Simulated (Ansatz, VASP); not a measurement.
Ag: VASP beside Ansatz

The input INCAR:

```
ALGO = Normal
EDIFF = 1E-6
ENCUT = 520
GGA = PE
ISIF = 2
ISMEAR = -1
LASPH = True
LCHARG = False
LREAL = False
LWAVE = False
NBANDS = 12
NELM = 80
PREC = Accurate
SIGMA = 0.05
```

KPOINTS

```
k-points
0
Gamma
  15 15 15
```

File POSCAR:

```
Ag
1.0
    0.0204310000      2.0533155000      2.0533155000
    2.0533155000      0.0204310000      2.0533155000
    2.0533155000      2.0533155000      0.0204310000
Ag
1
Direct
    0.0000000000      0.0000000000      0.0000000000
```

Input for Ansatz:

```yaml
crystal:
  lattice:
    - [0.020431, 2.0533155, 2.0533155]
    - [2.0533155, 0.020431, 2.0533155]
    - [2.0533155, 2.0533155, 0.020431]
  atoms:
    - { symbol: Ag, position: [0.0, 0.0, 0.0] }
kpoints:
  mp_grid: { grid: [15, 15, 15] }
  band_path:
    path:
      - [0.0, 0.0, 0.0]
      - [0.5, 0.5, 0.5]
      - [0.247543133, 0.5, 0.752456867]
      - [-0.247543133, 0.247543133, 0.5]
      - [0.0, 0.0, 0.5]
      - [0.0, 0.0, 0.0]
      - [-0.3737715665, 0.0, 0.3737715665]
      - [0.0, 0.3737715665, 0.6262284335]
      - [0.0, 0.5, 0.5]
    npoints: 5
scf:
  occupations: { method: fermi_dirac, width: 0.05 }
hamiltonian:
  xc: pbe
  pseudopotentials: { kind: all_electron, lapw: { basis_error: 0.001 } }
output:
  forces: true
  stress: true
  eigenvalues: true
```

Change from the starting cell: equal xy, yz and zx shear strains of +1 %.

Alike in both runs: task single point; functional PBE; k mesh 15 × 15 × 15; occupations fermi-dirac, width 0.05 eV; no spin polarisation.

```csv
,VASP,Ansatz
version,VASP 6.6.1,Ansatz 0.2.0
potentials or method,"VASP PAW PBE potentials, release 64 (Ag)","all-electron LAPW, scalar-relativistic"
plane-wave cutoff (eV),520,see its input
```

Ansatz gave:

```
pressure (GPa)                                  : 4.6
largest component of the traceless stress (GPa) : 0.29
```

Q: What did VASP give for the same quantities?

A: Pressure (GPa): 4.4; largest component of the traceless stress (GPa): 0.29.

Ansatz ran all-electron here, so the differences hold the error of VASP's frozen core and of both bases.
